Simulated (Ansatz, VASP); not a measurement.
Given: the input of a run of VASP 6.6.1 on Au.

File INCAR:

```
ALGO     = Fast           # electronic algorithm
EDIFF    = 1E-6           # SCF threshold, eV
ENCUT    = 520            # plane-wave cutoff, eV
GGA      = PS             # functional
ISIF     = 2              # what is computed and relaxed
ISMEAR   = -1             # smearing method
LASPH    = True           # aspherical terms in the spheres
LCHARG   = False          # write CHGCAR
LREAL    = False          # projectors in reciprocal space
LWAVE    = False          # write WAVECAR
NBANDS   = 18             # bands
NELM     = 80             # most SCF steps
PREC     = Accurate       # precision mode
SIGMA    = 0.05           # smearing width, eV
```

Contents of KPOINTS:

```
k-points
0
Gamma
  10 10 6
```

File POSCAR:

```
Au
1.0
    2.7580139704      0.0000000000      0.0000000000
   -0.0126908779      2.7626087492      0.0000000000
   -1.1146628489     -1.1612121098      4.8234957461
Au
2
Direct
    0.6728620000      0.6659620000      0.2740550000
    0.3271380000      0.3340380000      0.7259450000
```

Potentials or basis: VASP PAW PBE potentials, release 64 (Au).

Command:

```sh
$ cat potpaw_PBE.64/Au/POTCAR > POTCAR
$ mpirun -np 1 vasp_std > vasp.out
```

**Question.** Translate it to Ansatz 0.2.0. Potentials there: Ansatz PAW.

**Answer.** As run (the cutoff follows the program's own potentials):

input.yaml

```yaml
crystal:
  lattice:
    - [2.7580139704, 0.0, 0.0]
    - [-0.0126908779, 2.7626087492, 0.0]
    - [-1.1146628489, -1.1612121098, 4.8234957461]
  atoms:
    - { symbol: Au, position: [0.672862, 0.665962, 0.274055] }
    - { symbol: Au, position: [0.327138, 0.334038, 0.725945] }
hamiltonian:
  xc: pbesol
  pseudopotentials: { kind: paw }
kpoints:
  mp_grid: { grid: [10, 10, 6] }
scf:
  occupations: { method: fermi_dirac, width: 0.05 }
output:
  forces: true
  stress: true
  eigenvalues: true
```

Potentials or basis: Ansatz PAW.

Run with:

```console
$ ansatz run input.yaml --threads 1 --pin off --max-ram 3584MiB --backend cpu --events-out ev --progress --plain --runs-dir out
```

Both were run:

|  | VASP | Ansatz | Ansatz less VASP |
| --- | --- | --- | --- |
| gap on the k mesh at the Fermi level (eV) | none | none | - |
| pressure (GPa) | -0.4 | -0.2 | +0.18 |
| largest component of the traceless stress (GPa) | 1.72 | 1.73 | +0.012 |
| rms of the force components (eV/Å) | 0.043 | 0.043 | 0.0000 |

Atom by atom the forces differ by 0.001 eV/Å (rms over components). A gap of «none» marks a metal or a gap that the smearing closes. The two sets of potentials don't hold the same shells in valence.

Caveats: the PAW data sets were made with another functional, which shifts forces and pressure a little (VASP); the PAW data sets come from PBE, with cores solved anew for the run's functional, which leaves a small shift of forces and pressure (Ansatz). The runs have no spin-orbit coupling, so splittings on Au are missing.
